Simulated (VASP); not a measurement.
A run of VASP 6.6.1 is set up as follows.

The input INCAR:

```
PREC = Accurate
ENCUT = 520
EDIFF = 1E-7
ISMEAR = 0
SIGMA = 1.0
LREAL = False
LASPH = True
NELM = 80
ALGO = Normal
ISIF = 3
LWAVE = False
LCHARG = False
GGA = PE
IBRION = 2
NSW = 80
EDIFFG = -0.002
```

KPOINTS

```
regular mesh
0
Gamma
  20 20 20
```

The input POSCAR:

```
Cu
1.0
    0.0000000000      1.8075000000      1.8075000000
    1.8075000000      0.0000000000      1.8075000000
    1.8075000000      1.8075000000      0.0000000000
Cu
1
Direct
    0.0000000000      0.0000000000      0.0000000000
```

Potentials or basis: VASP PAW PBE potentials, release 64 (Cu).

The run is started by

```sh
$ cat potpaw_PBE.64/Cu/POTCAR > POTCAR
$ mpirun -np 1 vasp_std > vasp.out
```

(1) What does it give for the relaxed volume?

(2) What does it give for the space group after relaxing (to 0.05 Å)?

## Answers

(1) 12.06 Å³/atom.

(2) Fm-3m (No. 225).
